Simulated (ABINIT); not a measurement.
Crystal: Os.

```
CELL_PARAMETERS angstrom
2.73410 0.00000 0.00000
-1.36705 2.36780 0.00000
0.00000 0.00000 4.31970
ATOMIC_POSITIONS crystal
Os 0.66667 0.33333 0.75000
Os 0.33333 0.66667 0.25000
```

Program: ABINIT 10.8.3 (patched build). Alike in all runs: task band structure; cell as given; k mesh 11 × 11 × 6; cutoff (eV) 408; smearing fermi-dirac 0.05 eV.

**Question.** Order these runs on this cell by their pressure, lowest first.
A. level LDA-PZ; potentials or basis JTH PAW LDA v2.0; spin SOC, no magnetisation
B. level BLYP; potentials or basis JTH PAW PBE v2.0; spin SOC, no magnetisation
C. level RPBE; potentials or basis JTH PAW PBE v2.0; spin off
D. level PBEsol; potentials or basis JTH PAW PBE v2.0; spin SOC, no magnetisation

**Answer.** A (-8.4 GPa), D (-2.2 GPa), C (12.9 GPa), B (26.3 GPa).

Caveats: the PAW data sets were made with another functional, which shifts forces and pressure a little (some runs); so large a pressure means that the cell lies far from this level's equilibrium, or that cutoff or potentials fall short (some runs); the potentials were made for another functional, which shifts forces and pressure (some runs).

Runs at the PBE level aren't shown here.
